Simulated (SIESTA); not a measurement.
Crystal: SnO2 (Cassiterite).

```
CELL_PARAMETERS angstrom
4.73800 0.00000 0.00000
0.00000 4.73800 0.00000
0.00000 0.00000 3.18650
ATOMIC_POSITIONS crystal
Sn 0.50000 0.50000 0.50000
Sn 0.00000 0.00000 0.00000
O 0.80710 0.19290 0.50000
O 0.69290 0.69290 0.00000
O 0.19290 0.80710 0.50000
O 0.30710 0.30710 0.00000
```

Program: SIESTA 5.4.2. Alike in all runs: task single point; level PBE; no spin polarisation; cell as given; k mesh 4 × 4 × 6; smearing fermi-dirac 0.05 eV; grid cutoff 800 Ry; energy shift 0.003 Ry. Hardware: 1 thread of Arm Neoverse V1, on a shared host.

**Question.** Order these runs on this cell by their wall time, lowest first.
A. potentials or basis PseudoDojo 0.4 standard (PBE files), SZ (energy shift 0.003 Ry)
B. potentials or basis PseudoDojo 0.4 standard (PBE files), SZP (energy shift 0.003 Ry)
C. potentials or basis PseudoDojo 0.4 standard (PBE files), DZDP (energy shift 0.003 Ry; two zetas on semicore shells)

**Answer.** A (28 s), B (100 s), C (280 s).

Caveats: the basis has no polarisation orbitals (some runs).
